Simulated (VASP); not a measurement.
# Be2C: single point with PBE

Be2C:

```
Be C
1.0
     0.00000    2.16226    2.16226
     2.16226    0.00000    2.16226
     2.16226    2.16226    0.00000
Be C
2 1
Cartesian
  3.2434 3.2434 3.2434
  1.0811 1.0811 1.0811
  0.0000 0.0000 0.0000
```

The cell is a database's computed one.

- Program: VASP 6.6.1
- Task: single point
- Functional: PBE
- Potentials or basis: VASP PAW PBE potentials, release 64 (Be, C)
- Cutoff: 520 eV
- k mesh: 6 × 6 × 6
- Occupations: gaussian, width 0.1 eV
- Spin: no spin polarisation

* Pressure: 0.9 GPa
* Band gap on the k mesh: 1.16 eV, indirect (least direct gap 4.13 eV)

Levels at points of the mesh, in eV from the valence-band top:
```
           k point  band 1  band 2  band 3  band 4  band 5  band 6  band 7  band 8
(0.00, 0.00, 0.00)  -15.07    0.00    0.00    0.00    4.13    4.13    4.13    6.79
(0.50, 0.00, 0.00)  -12.19   -8.75   -1.84   -1.84    5.01    5.01    7.04    9.84
(0.50, 0.50, 0.00)  -11.44   -6.79   -4.74   -4.74    1.16    5.74   13.28   13.28
```

It took 3.3 s on 1 thread of Intel(R) Xeon(R) Platinum 8488C (Sapphire Rapids), with other jobs on the host, peak memory 0.12 GiB.

A k mesh can miss the band edges. Expect the measured gap to be larger: semilocal functionals such as PBE lack the derivative discontinuity.
